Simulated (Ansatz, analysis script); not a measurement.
## Linear V chain, spacing 2.342 Å: E(q) by the generalised Bloch theorem

The cell holds 1 atom: 1 V. Its edges and angles: a = 12.000 Å, b = 12.000 Å, c = 2.342 Å, α = 90.0°, β = 90.0°, γ = 90.0°. An idealised lattice of chosen spacing, in vacuum. Vacuum lies along a and b. The structure's axis is c.

```
V
1.0
    12.00000    0.00000    0.00000
     0.00000   12.00000    0.00000
     0.00000    0.00000    2.34200
V
1
Direct
  0.50000 0.50000 0.00000
```

```
method                      : PBE, PAW set soft_1; spin spirals by the generalised Bloch theorem, no spin–orbit coupling (and 2 further levels or steps)
program                     : Ansatz 0.2.0 and analysis script 1
settings of one run         : cutoff 420 eV, 1×1×44 k-mesh, Fermi-Dirac occupations, smearing width 0.05 eV, cone angle 90 °, wavevectors 9, starting moments 1.58 μB
notes                       : No spin model is given, since the moments change too much along the path. Points of the path without a result: 2. They can lie above or below those tabled. The cell was taken as built, with atoms unrelaxed. In doubt: the program’s search for lower states was switched off, so a lower magnetic state than those reached may exist.
lowest point with a result  : q = (0, 0, 0.364), -136 meV a magnetic atom from q = 0
highest point with a result : 0 meV a magnetic atom
```

The state at q = (0, 0, 0.364) lies 136 meV a magnetic atom below the ferromagnetic start, so that start is not the lowest state. The moments change by at most 45 % from their size at q = 0, so they are itinerant and a model of rigid spins is rough.

[Logs and program files are shortened in this print: banners, set-up blocks, solver, clock and traceback lines can be left out without a mark of their own.]

[Logs are printed without paths, hosts, clocks, repeated set-up lines and the standing remarks that a program may print on its own settings, such as how far it seeks lower states.]

[Hosts, paths, dates, database ids (printed as entryN), source tags and the programs' standing remarks are cut or masked in the printed files.]
